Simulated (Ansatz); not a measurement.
# Hf2COS MXene bilayer (AA) in a perpendicular field

Wanted: the out-of-plane response of the Hf2COS MXene bilayer (AA). A positive field points along +c.

Program: Ansatz 0.2.0. Level of theory: plane-wave DFT, LDA, Ansatz PAW, in the first sound run; inputs show where later runs differ. Values are calculated unless marked as measured.

The raw output is cut from this account; settings, times and results stay.

## (1) The starting structure

The cell holds 10 atoms: 2 S, 4 Hf, 2 C and 2 O. Its edges and angles: a = 3.289 Å, b = 3.289 Å, c = 59.223 Å, α = 90.0°, β = 90.0°, γ = 120.0°. Regions: layer 1: Hf2COS MXene, 5 atoms (1 S, 2 Hf, 1 C and 1 O); layer 2: Hf2COS MXene, 5 atoms (1 S, 2 Hf, 1 C and 1 O). Vacuum lies along c.

## (2) Relaxing the slab

The starting cell is a guess, so the in-plane lattice and the atoms are relaxed first, with the slab cut off from its images along the normal.

Contents of input.yaml:

```yaml
crystal:
  lattice:
    - [3.289, 0.0, 0.0]
    - [-1.6445, 2.848357553, 0.0]
    - [0.0, 0.0, 59.2232453272]
  atoms:
    - { symbol: S, position: [0.3333333333, 0.6666666667, 0.3807626528] }
    - { symbol: Hf, position: [0.6666666667, 0.3333333333, 0.4113654589] }
    - { symbol: C, position: [0.0, 0.0, 0.4332783373] }
    - { symbol: Hf, position: [0.3333333333, 0.6666666667, 0.4551912157] }
    - { symbol: O, position: [0.6666666667, 0.3333333333, 0.4750942389] }
    - { symbol: S, position: [0.3333333333, 0.6666666667, 0.5249057611] }
    - { symbol: Hf, position: [0.6666666667, 0.3333333333, 0.5555085672] }
    - { symbol: C, position: [0.0, 0.0, 0.5774214456] }
    - { symbol: Hf, position: [0.3333333333, 0.6666666667, 0.599334324] }
    - { symbol: O, position: [0.6666666667, 0.3333333333, 0.6192373472] }
  periodic: [true, true, false]
kpoints:
  mp_grid: { grid: [12, 12, 1] }
hamiltonian:
  xc: lda
scf:
  occupations: { method: fermi_dirac, width: 0.05 }
  convergence: { dr2_threshold: 1.0e-09 }
relax:
  f_tol: 0.004
  max_steps: 90
  cell: {}
output:
  write_potential: true
  write_density: true
  volumetric_format: npy
```

Command:

```console
$ ansatz run input.yaml --threads 4 --pin off --max-ram 6144MiB --backend cpu --events-out ev --progress --plain --runs-dir out
```

It took 3.9 min on 4 threads of Intel Xeon 6975P-C (Granite Rapids), shared host; peak memory 1.9 GiB; 15 min of CPU time.

Relaxation path:

| step | energy less that of the first step (eV) | largest force component (eV/Å) | volume (Å³) |
| --- | --- | --- | --- |
| 1 | 0.0000 | 4.1667 | 554.82 |
| 2 | -1.5136 | 1.8521 | 545.70 |
| 3 | -1.4634 | 0.9777 | 569.11 |
| 4 | -1.6837 | 0.1550 | 553.25 |
| 5 | -1.7061 | 0.1345 | 553.67 |
| 6 | -1.7456 | 0.1893 | 553.48 |
| 7 | -1.7911 | 0.3158 | 553.84 |
| 8 | -1.7732 | 0.3789 | 556.64 |
| 9 | -1.8013 | 0.1280 | 556.73 |
| 10 | -1.8016 | 0.0754 | 557.90 |
| 11 | -1.8023 | 0.0046 | 557.39 |
| 12 | -1.8023 | 0.0006 | 557.35 |
| 13* | -1.8038 | 0.0005 | 557.35 |

Relaxation steps marked * repeat the geometry before them on a plane-wave basis chosen anew for their cell, so energy and pressure can jump there. Relaxation steps 3, 8 were tried and not accepted.

The run keeps the 6 symmetry operations that the program found, so distortions that break them were not tested.

| cell as run | before | after | change |
| --- | --- | --- | --- |
| a (Å) | 3.289 | 3.296 | +0.2 % |
| b (Å) | 3.289 | 3.296 | +0.2 % |

The atoms that moved most (Å, along periodic axes as changes of fractional coordinates times the final cell, across vacuum about the mean position):

| atom | dx | dy | dz | length |
| --- | --- | --- | --- | --- |
| O10 | 0.000 | 0.000 | -0.782 | 0.782 |
| S1 | 0.000 | 0.000 | 0.758 | 0.758 |
| Hf4 | 0.000 | 0.000 | 0.619 | 0.619 |
| C8 | 0.000 | 0.000 | -0.549 | 0.549 |
| Hf2 | 0.000 | 0.000 | 0.547 | 0.547 |
| Hf7 | 0.000 | 0.000 | -0.526 | 0.526 |
| C3 | 0.000 | 0.000 | 0.508 | 0.508 |
| Hf9 | 0.000 | 0.000 | -0.484 | 0.484 |

Read from the output:

| Quantity | Value |
| --- | --- |
| energy at zero smearing | -65255.6973 eV |

The lattice constant a goes from 3.289 to 3.296 Å.

## (3) Single point, field 0

A sawtooth potential applies the field, turning back in the middle of the vacuum. With the dipole correction the typed value is the field outside the slab. The induced dipole is small, so the SCF threshold is tight.

The cell differs from the one that the last finished run ended in (c 59.223 → 30.584 Å).

Contents of input.yaml:

```yaml
crystal:
  lattice:
    - [3.2964894399, 0.0, 0.0]
    - [-1.64824472, 2.8548435983, 0.0]
    - [0.0, 0.0, 30.5835276738]
  atoms:
    - { symbol: S, position: [0.3333333333, 0.6666666667, 0.2942760592] }
    - { symbol: Hf, position: [0.6666666667, 0.3333333333, 0.3466288221] }
    - { symbol: C, position: [0.0, 0.0, 0.3877923023] }
    - { symbol: Hf, position: [0.3333333333, 0.6666666667, 0.4338471977] }
    - { symbol: O, position: [0.6666666667, 0.3333333333, 0.4593874431] }
    - { symbol: S, position: [0.3333333333, 0.6666666667, 0.5384469604] }
    - { symbol: Hf, position: [0.6666666667, 0.3333333333, 0.5906621522] }
    - { symbol: C, position: [0.0, 0.0, 0.6323590316] }
    - { symbol: Hf, position: [0.3333333333, 0.6666666667, 0.6769038171] }
    - { symbol: O, position: [0.6666666667, 0.3333333333, 0.7057239408] }
kpoints:
  mp_grid: { grid: [18, 18, 1] }
  band_path:
    path: [[0, 0, 0], [0.5, 0, 0], [0.33333333, 0.33333333, 0], [0, 0, 0]]
    npoints: 16
hamiltonian:
  xc: lda
scf:
  occupations: { method: fermi_dirac, width: 0.05 }
  convergence: { dr2_threshold: 1.0e-10 }
efield:
  axis: 3
  dipole_correction: true
  ramp_position: 0.97
  ramp_width: 0.06
  amplitude: 0
output:
  dos: { projected: true, e_range: [-6, 5] }
  bader: true
  write_potential: true
  write_density: true
  volumetric_format: npy
  elf: true
```

It took 50 s on 4 threads; peak memory 1.6 GiB.

This step gave:

| Property | Result |
| --- | --- |
| energy at zero smearing | -65255.6909 eV |
| work function, upper face | 4.833 eV |
| work function, lower face | 6.459 eV |
| dipole along the normal | 0.08454 e·Å |
| step between the vacuum levels | -1.625 eV |

Running mean over a fixed 2.7 Å (it still follows the layers) of the planar mean; the ramp of the sawtooth is left out. Table of electron's electrostatic potential energy less the Fermi level by z:

| z (Å) | electron's electrostatic potential energy less the Fermi level (eV) |
| --- | --- |
| 4 | 6.46 |
| 5 | 6.46 |
| 6 | 6.43 |
| 7 | 5.75 |
| 8 | 1.57 |
| 9 | -3.43 |
| 10 | -8.12 |
| 11 | -8.48 |
| 12 | -8.71 |
| 13 | -9.82 |
| 14 | -6.69 |
| 15 | -2.50 |
| 16 | -1.79 |
| 17 | -7.14 |
| 18 | -8.75 |
| 19 | -9.03 |
| 20 | -9.64 |
| 21 | -8.63 |
| 22 | -3.60 |
| 23 | 2.83 |
| 24 | 4.76 |
| 25 | 4.83 |
| 26 | 4.83 |
| 27 | 4.83 |

The density of states has structure finer than the step of the table below, so its rows give means over 0.25 eV. Peaks (eV: height): -5.280: 13.4, -4.980: 18.5, -3.550: 13.7, -3.380: 13.2, -3.110: 12.7, -2.690: 14.0, -2.360: 14.2.

The density of states by energy, zero at the Fermi level; means over each step:

energy (eV), density of states (states/eV a cell) and a bar:
```
    -5.75        3.0 ######
    -5.50        6.0 ###############
    -5.25       10.8 ##############################
    -5.00        9.9 ###########################
    -4.75        3.5 ########
    -4.50        4.8 ############
    -4.25        4.7 ###########
    -4.00        3.2 #######
    -3.75        5.8 ###############
    -3.50        7.7 #####################
    -3.25        3.8 #########
    -3.00        7.2 ###################
    -2.75        9.2 #########################
    -2.50        9.4 ##########################
    -2.25        8.0 ######################
    -2.00        5.9 ###############
    -1.75        5.1 ############
    -1.50        4.6 ###########
    -1.25        6.1 ################
    -1.00        3.8 ########
    -0.75        3.3 #######
    -0.50        1.5 ##
    -0.25        1.0 
     0.00        1.2 #
     0.25        1.1 
     0.50        1.7 ##
     0.75        2.1 ####
     1.00        2.7 #####
     1.25        2.6 #####
     1.50        2.9 ######
     1.75        2.8 #####
```

Projected DOS per atom over height of the atomic layer and energy from the Fermi level. Layers: S Hf C Hf O S Hf C Hf O from below.

Ten even steps from '0' (0.01 states/eV) to '9' (3.24 states/eV), each cell a mean:
```
0101001010
0101000010
0101001010
0100001010
0000001000
0000000000
1000000000
3010000000
4010030100
4020030100
2110041200
3341121200
3341133411
2120033511
2110021100
3220132201
1110011000
1100121004
0000200003
0002921129
0002611026
0001300014
```
Columns: height of the atomic layer (Å) from 9 to 21.6 (not evenly spaced); rows upwards: energy from the Fermi level (eV) from -5.96 to 1.96.

Electronic bands along the path, in eV, zero at the Fermi level:

| point | band 65 | band 66 | band 67 | band 68 | band 69 | band 70 | band 71 | band 72 |
| --- | --- | --- | --- | --- | --- | --- | --- | --- |
| Γ | 0.10 | 0.10 | 0.59 | 0.59 | 1.40 | 1.40 | 1.55 | 1.81 |
| halfway | -1.46 | -1.03 | -0.90 | -0.59 | 0.31 | 0.89 | 2.81 | 2.83 |
| M | -1.85 | -1.28 | -1.04 | -0.63 | -0.26 | 0.40 | 2.67 | 3.22 |
| halfway | -2.32 | -2.19 | -1.97 | -1.46 | 0.95 | 1.51 | 2.97 | 3.11 |
| K | -2.57 | -2.50 | -2.12 | -1.95 | 2.05 | 2.25 | 2.45 | 3.08 |
| halfway | -1.81 | -1.64 | -1.46 | -0.92 | 1.22 | 1.64 | 1.75 | 2.16 |
| Γ | 0.10 | 0.10 | 0.59 | 0.59 | 1.40 | 1.40 | 1.55 | 1.81 |

Electrostatic potential energy in the ca plane at fractional y = 0.333, with atoms of Hf and O within 0.2 Å of it. With pseudopotentials it is smooth inside the atoms' cores, unlike the true potential.

Ten even steps from '0' (-36 eV) to '9' (11 eV), each cell a mean:
```
99999999998753357888877789999988643468888777
99999999998510015888883138999987400037888872
99999999998400004789870006999986201016899850
99999999998500004789871017999987300026898860
99999999998631136888886469999987521257888875
99999999988875568888767889999888765678887777
99999999878888888887656789998878888888876557
99999999877888888887555789998778888888876556
99999999888887788887666789999888877788887667
```
Columns run along c (16.0 Å, from fractional 0.19 to 0.71 of the cell; values clipped at the 3rd and 97th percentile), rows up along a (3.3 Å). Atoms in or near the plane, at fractional coordinates: Hf at (0.35, 0.67), O at (0.46, 0.67), Hf at (0.59, 0.67), O at (0.71, 0.67).

Valence density in the ca plane at fractional y = 0.333, with atoms of Hf and O within 0.2 Å of it. It is the smooth field of the valence electrons, not physical close to the nuclei.

Values in e/Å³, 5 rows by 16 columns, each cell a mean:
```
 0  0  0  0  0  0  1  6  1  0  1  1  0  0  3  3
 0  0  0  0  0  0  2 22  2  0  3  3  0  0 13 12
 0  0  0  0  0  0  1  6  1  0  1  1  0  0  4  3
 0  0  0  0  0  0  0  0  0  0  1  0  0  0  0  0
 0  0  0  0  0  0  0  0  0  0  0  0  0  0  0  0
```
Columns run along c (16.0 Å, from fractional 0.11 to 0.63 of the cell), rows up along a (3.3 Å). Atoms in or near the plane, at fractional coordinates: Hf at (0.35, 0.67), O at (0.46, 0.67), Hf at (0.59, 0.67).

ELF in the ca plane at fractional y = 0.333, with atoms of Hf and O within 0.2 Å of it. It is the smooth field of the valence electrons, not physical close to the nuclei.

Ten even steps from '0' (0.00) to '9' (0.83), each cell a mean:
```
54234212478510356423552244112688742000000000
98412125999940022138997222127999963100000000
99611127857960001159998311148758974100000000
99511127978950011149998211138879973100000000
86223213799720144326874233114899852000000000
22356311245301578732222464211356521000000000
13687322211004799963125785222111100000000000
25787323210014899974236885233100000000000000
12577311112102689852113675211123210000000000
```
Columns run along c (16.0 Å, from fractional 0.35 to 0.87 of the cell), rows up along a (3.3 Å). Atoms in or near the plane, at fractional coordinates: O at (0.46, 0.67), Hf at (0.59, 0.67), O at (0.71, 0.67).

The work function of the upper face is 4.83 eV.

## (4) Atoms held, field 0.03 V/Å

input.yaml, as its differences from that of step 3:

```diff
@@ -31,6 +31,4 @@
   ramp_width: 0.06
-  amplitude: 0
+  amplitude: 0.03
 output:
-  dos: { projected: true, e_range: [-6, 5] }
-  bader: true
   write_potential: true
@@ -38,2 +36 @@
   volumetric_format: npy
-  elf: true
```

Wall time 36 s (4 threads); peak memory 1.5 GiB; 2.3 min of CPU time.

The dipole is 0.106 e·Å, 0.0218 e·Å from its value without field.

## (5) Atoms held, field -0.03 V/Å

input.yaml, as its differences from that of step 4:

```diff
@@ -31,3 +31,3 @@
   ramp_width: 0.06
-  amplitude: 0.03
+  amplitude: -0.03
 output:
```

Run time: 38 s. Hardware: 4 threads; peak memory 1.5 GiB; 2.4 min of CPU time.

The dipole is 0.0628 e·Å, -0.0218 e·Å from its value without field.

## (6) Atoms held, field 0.15 V/Å

input.yaml, as its differences from that of step 5:

```diff
@@ -31,3 +31,3 @@
   ramp_width: 0.06
-  amplitude: -0.03
+  amplitude: 0.15
 output:
```

Wall time 34 s (4 threads); peak memory 1.5 GiB.

The dipole is 0.193 e·Å, 0.109 e·Å from its value without field.

## (7) Atoms held, field 0.25 V/Å

input.yaml, as its differences from that of step 6:

```diff
@@ -31,3 +31,3 @@
   ramp_width: 0.06
-  amplitude: 0.15
+  amplitude: 0.25
 output:
```

Elapsed: 34 s, on 4 threads; peak memory 1.5 GiB; 2.2 min of CPU time.

The dipole is 0.266 e·Å, 0.182 e·Å from its value without field.

## (8) Single point, field -0.25 V/Å

input.yaml, as its differences from that of step 7:

```diff
@@ -31,4 +31,6 @@
   ramp_width: 0.06
-  amplitude: 0.25
+  amplitude: -0.25
 output:
+  dos: { projected: true, e_range: [-6, 5] }
+  bader: true
   write_potential: true
@@ -36 +38,2 @@
   volumetric_format: npy
+  elf: true
```

The job ended after 54 s (4 threads; peak memory 1.6 GiB).

The dipole is -0.0968 e·Å, -0.181 e·Å from its value without field.

## (9) Response, atoms held

This step: plane-wave DFT, LDA, Ansatz PAW; response to a field along the normal, atoms held (Ansatz 0.2.0).

The dipoles give the slope, and the difference of two potentials shows where the field is screened.

Numbers from this step:

- equivalent conductor thickness p/(ε₀AE): 13.96 Å
- distance between the outer atoms: 12.58 Å

Table of dipole of the cell by applied field:

| applied field (V/Å) | dipole of the cell (e·Å) |
| --- | --- |
| -0.250 | -0.0968 |
| -0.030 | 0.0628 |
| 0.000 | 0.0845 |
| 0.030 | 0.106 |
| 0.150 | 0.193 |
| 0.250 | 0.266 |

Local field over the applied field, running mean. From the potentials at -0.03 and 0.03 V/Å; running mean over 2.5 Å. Local field over applied field against z:

| z (Å) | local field over applied field |
| --- | --- |
| 4.5 | 0.999 |
| 5.0 | 0.998 |
| 5.5 | 0.993 |
| 6.0 | 0.977 |
| 6.5 | 0.933 |
| 7.0 | 0.837 |
| 7.5 | 0.687 |
| 8.0 | 0.510 |
| 8.5 | 0.324 |
| 9.0 | 0.163 |
| 9.5 | 0.0636 |
| 10.0 | 0.0246 |
| 10.5 | 0.0141 |
| 11.0 | 0.0173 |
| 11.5 | 0.0194 |
| 12.0 | 0.0146 |
| 12.5 | 0.00842 |
| 13.0 | 0.00616 |
| 13.5 | 0.0126 |
| 14.0 | 0.0235 |
| 14.5 | 0.0295 |
| 15.0 | 0.0290 |
| 15.5 | 0.0243 |
| 16.0 | 0.0169 |
| 16.5 | 0.0112 |
| 17.0 | 0.00969 |
| 17.5 | 0.0105 |
| 18.0 | 0.0113 |
| 18.5 | 0.0151 |
| 19.0 | 0.0236 |
| 19.5 | 0.0356 |
| 20.0 | 0.0516 |
| 20.5 | 0.0906 |
| 21.0 | 0.163 |
| 21.5 | 0.283 |
| 22.0 | 0.439 |
| 22.5 | 0.612 |
| 23.0 | 0.769 |
| 23.5 | 0.892 |
| 24.0 | 0.960 |
| 24.5 | 0.987 |
| 25.0 | 0.996 |
| 25.5 | 0.999 |
| 26.0 | 1.000 |

Electrons, planar mean, per unit field. Induced electron density against z:

| z (Å) | induced electron density (e/Å³ per V/Å) |
| --- | --- |
| 4.5 | 2.3e-6 |
| 5.0 | 8.3e-6 |
| 5.5 | 2.9e-5 |
| 6.0 | 9.8e-5 |
| 6.5 | 3.1e-4 |
| 7.0 | 9.2e-4 |
| 7.5 | 0.00219 |
| 8.0 | 0.00353 |
| 8.5 | 0.00241 |
| 9.0 | 0.00124 |
| 9.5 | 7.7e-4 |
| 10.0 | -4.7e-4 |
| 10.5 | -4.6e-4 |
| 11.0 | 4.2e-5 |
| 11.5 | 9.5e-5 |
| 12.0 | 5.0e-4 |
| 12.5 | -6.2e-5 |
| 13.0 | -2.0e-4 |
| 13.5 | -6.7e-5 |
| 14.0 | -1.7e-4 |
| 14.5 | -1.3e-4 |
| 15.0 | 2.2e-5 |
| 15.5 | 2.5e-4 |
| 16.0 | 1.7e-4 |
| 16.5 | 4.3e-5 |
| 17.0 | -4.1e-5 |
| 17.5 | -2.2e-4 |
| 18.0 | -1.5e-5 |
| 18.5 | 2.4e-4 |
| 19.0 | -1.1e-4 |
| 19.5 | -1.8e-4 |
| 20.0 | -6.2e-4 |
| 20.5 | 3.8e-5 |
| 21.0 | -3.3e-4 |
| 21.5 | -0.00179 |
| 22.0 | -0.00272 |
| 22.5 | -0.00308 |
| 23.0 | -0.00151 |
| 23.5 | -5.4e-4 |
| 24.0 | -1.7e-4 |
| 24.5 | -4.9e-5 |
| 25.0 | -1.4e-5 |
| 25.5 | -3.9e-6 |
| 26.0 | -1.1e-6 |

By hand: between -0.03 and 0.03 V/Å the dipole changes by 0.04356 e·Å, a slope of 0.7260 e·Å²/V. A perfect conductor of thickness t has p = ε₀AEt, so t = 180.95 × 0.7260 / 9.411 = 13.96 Å (e/ε₀ = 180.95 V·Å, A in Å²).

The induced dipole is that of a conductor 13.96 Å thick.

## (10) With spin-orbit coupling, k-mesh 12×12×1

This step: plane-wave DFT, PBE, fully relativistic PAW with spin-orbit coupling (Ansatz 0.2.0).

Heavy atoms split their bands by spin-orbit coupling, so this run uses fully relativistic files and two-component states.

input.yaml, as its differences from that of step 8:

```diff
@@ -17,3 +17,3 @@
 kpoints:
-  mp_grid: { grid: [18, 18, 1] }
+  mp_grid: { grid: [12, 12, 1] }
   band_path:
@@ -22,6 +22,10 @@
 hamiltonian:
-  xc: lda
+  xc: pbe
+  pseudopotentials: { kind: paw_fr }
+magnetization:
+  noncollinear: true
+  spin_orbit: true
 scf:
   occupations: { method: fermi_dirac, width: 0.05 }
-  convergence: { dr2_threshold: 1.0e-10 }
+  convergence: { dr2_threshold: 1.0e-09 }
 efield:
@@ -31,6 +35,4 @@
   ramp_width: 0.06
-  amplitude: -0.25
+  amplitude: 0
 output:
-  dos: { projected: true, e_range: [-6, 5] }
-  bader: true
   write_potential: true
@@ -38,2 +40 @@
   volumetric_format: npy
-  elf: true
```

The job ended after 3.1 min (4 threads; peak memory 4.1 GiB; 12 min of CPU time).

Numbers from this step:

| Property | Result |
| --- | --- |
| energy at zero smearing | -66412.7457 eV |
| work function, upper face | 4.418 eV |
| work function, lower face | 6.322 eV |
| dipole along the normal | 0.09904 e·Å |
| step between the vacuum levels | -1.904 eV |

Electronic bands along the path, in eV, zero at the Fermi level:

| point | band 133 | band 134 | band 135 | band 136 | band 137 | band 138 | band 139 | band 140 |
| --- | --- | --- | --- | --- | --- | --- | --- | --- |
| Γ | 0.58 | 0.58 | 0.69 | 0.69 | 1.38 | 1.38 | 1.48 | 1.48 |
| halfway | -0.89 | -0.84 | -0.52 | -0.49 | 0.34 | 0.39 | 1.01 | 1.06 |
| M | -1.07 | -1.07 | -0.55 | -0.55 | -0.22 | -0.22 | 0.54 | 0.54 |
| halfway | -1.98 | -1.91 | -1.40 | -1.38 | 0.97 | 1.02 | 1.62 | 1.68 |
| K | -2.15 | -2.03 | -1.89 | -1.85 | 2.09 | 2.19 | 2.35 | 2.46 |
| halfway | -1.48 | -1.39 | -0.90 | -0.82 | 1.25 | 1.33 | 1.68 | 1.71 |
| Γ | 0.58 | 0.58 | 0.69 | 0.69 | 1.38 | 1.38 | 1.48 | 1.48 |

The work function of the upper face is 4.42 eV.

## (11) With spin-orbit coupling, k-mesh 12×12×1, field 0.2 V/Å

The same in a field along the normal.

input.yaml, as its differences from that of step 10:

```diff
@@ -18,5 +18,3 @@
   mp_grid: { grid: [12, 12, 1] }
-  band_path:
-    path: [[0, 0, 0], [0.5, 0, 0], [0.33333333, 0.33333333, 0], [0, 0, 0]]
-    npoints: 16
+  band_path: { path: [[0, 0, 0], [0.12, 0, 0]], npoints: 24 }
 hamiltonian:
@@ -35,3 +33,3 @@
   ramp_width: 0.06
-  amplitude: 0
+  amplitude: 0.2
 output:
```

Run time: 2.1 min. Hardware: 4 threads; peak memory 4.2 GiB; 8.3 min of CPU time.

Numbers from this step:

```
energy at zero smearing : -66412.7803 eV
dipole along the normal : 0.2438 e·Å
```

The dipole is 0.244 e·Å.

(Part 1 of 2 ends here.)

[Long decimals in the printed logs are rounded to 6 places.]

[Logs are printed without paths, hosts, clocks, repeated set-up lines and the standing remarks that a program may print on its own settings, such as how far it seeks lower states.]

[Hosts, paths, dates, database ids (printed as entryN), source tags and the programs' standing remarks are cut or masked in the printed files.]

[Maps of the electrostatic potential energy from Ansatz leave out the sawtooth potential of an applied field or a dipole correction, so their vacuum need not be flat; planar profiles and work functions include it.]

[The density of states shown here was stored with 400 of the rows of the run's finer table, so its peaks can read low, often by over a quarter, or be missed, and its means over a window can be off by a tenth or more.]
